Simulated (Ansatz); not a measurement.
## CsH under changes of volume

One of the cells (32.401 Å³/atom); the others are scaled copies at fixed shape and fractional positions:

```xyz
2
Lattice="0.0000 3.1880 3.1880 3.1880 0.0000 3.1880 3.1880 3.1880 0.0000" Properties=species:S:1:pos:R:3 pbc="T T T"
Cs    0.0000    0.0000    0.0000
H     3.1880    3.1880    3.1880
```

* Program: Ansatz 0.2.0
* Functional: LDA
* Potentials or basis: all-electron LAPW, scalar-relativistic
* Cutoff: 98 eV (chosen from the basis error)
* Basis error allowed: 0.001 eV/atom
* k mesh: 7 × 7 × 7
* Occupations: fermi-dirac, width 0.05 eV
* Spin: no spin polarisation

| volume (Å³/atom) | energy over the lowest point (meV/atom) | pressure (GPa) | gap on the mesh (eV) |
| --- | --- | --- | --- |
| 30.457 | 0.00 | -0.8 | 2.17 |
| 31.105 | 3.44 | -0.9 | 2.19 |
| 31.753 | ? | ? | ? |
| 32.401 | 12.35 | -1.3 | 2.23 |
| 33.049 | 17.69 | -1.4 | 2.25 |
| 33.697 | 23.53 | -1.5 | 2.27 |
| 34.345 | 29.83 | -1.6 | 2.29 |

Task: What does the run at 31.753 Å³/atom give?

Result: Energy over the lowest point 7.58 meV/atom; pressure -1.1 GPa; gap on the mesh 2.21 eV.

Worked out: A Birch-Murnaghan fit of order 3 (a polynomial in V^(-2/3)) to the other rows has no minimum within the range. It gives 7.58 meV/atom at 31.753 Å³/atom, against the run's 7.58, and -dE/dV = -1.1 GPa, against -1.1. A straight line through the other rows of the gap, of slope 0.997 eV per unit of ln V (its deformation potential), gives 2.21 eV, against the run's 2.21.

Energies are extrapolated to zero smearing.

Caveats: spin-orbit coupling is left out, which moves the levels of the heavy elements; an odd mesh through Γ misses points on the zone boundary, where band edges often lie.
